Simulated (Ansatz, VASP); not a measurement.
**NaI in VASP and in Ansatz**

The input INCAR:

```
SYSTEM = NaI
ALGO     = Normal         ! electronic algorithm
EDIFF    = 1E-6           ! SCF threshold, eV
ENCUT    = 520            ! plane-wave cutoff, eV
GGA      = PE             ! functional
ISIF     = 2              ! what is computed and relaxed
ISMEAR   = 0              ! smearing method
LASPH    = .TRUE.         ! aspherical terms in the spheres
LCHARG   = .TRUE.         ! write CHGCAR
LELF     = .TRUE.         ! ELF
LREAL    = .FALSE.        ! projectors in reciprocal space
LVHAR    = .TRUE.       
LWAVE    = .FALSE.        ! write WAVECAR
NBANDS   = 14             ! bands
NELM     = 60             ! most SCF steps
PREC     = Accurate       ! precision mode
SIGMA    = 0.05           ! smearing width, eV
```

The input KPOINTS:

```
k-points
0
G
  6 6 6
  0 0 0
```

The input POSCAR:

```
NaI
1.0
    0.0000000000      3.2849460000      3.1878540000
    3.2849460000      0.0000000000      3.1878540000
    3.2849460000      3.2849460000      0.0000000000
Na I
1 1
Direct
    0.0000000000      0.0000000000      0.0000000000
    0.5000000000      0.5000000000      0.5000000000
```

Input for Ansatz:

```yaml
crystal:
  lattice:
    - [0.0, 3.284946, 3.187854]
    - [3.284946, 0.0, 3.187854]
    - [3.284946, 3.284946, 0.0]
  atoms:
    - { symbol: Na, position: [0.0, 0.0, 0.0] }
    - { symbol: I, position: [0.5, 0.5, 0.5] }
basis:
  ecutwfc: 420
kpoints:
  mp_grid: { grid: [6, 6, 6] }
hamiltonian:
  xc: pbe
scf:
  occupations: { method: gaussian, width: 0.05 }
output:
  forces: true
  stress: true
  eigenvalues: true
```

Change from the starting cell: strain +0.015 along x and y, -0.015 along z, atoms carried along.

Alike in both runs: task single point; functional PBE; k mesh 6 × 6 × 6; occupations gaussian, width 0.05 eV; no spin polarisation.

|  | VASP | Ansatz |
| --- | --- | --- |
| version | VASP 6.6.1 | Ansatz 0.2.0 |
| potentials or method | VASP PAW PBE potentials, release 64 (Na_pv, I) | scalar-relativistic, plane waves, PAW |
| plane-wave cutoff (eV) | 520 | 420 |
| valence electrons in the cell | 14 | 26 |

|  | VASP | Ansatz | Ansatz less VASP |
| --- | --- | --- | --- |
| gap on the k mesh at the Fermi level (eV) | 3.59 | 3.59 | +0.003 |
| least direct gap on the mesh (eV) | 3.59 | 3.59 | +0.003 |
| pressure (GPa) | 0.2 | 0.2 | -0.01 |
| largest component of the traceless stress (GPa) | 0.49 | 0.49 | -0.003 |

The functional is the same, so the differences come from potentials, cutoffs and numerics. The two sets of potentials don't hold the same shells in valence.

Caveats: spin-orbit coupling is left out, which moves the levels of the heavy elements.
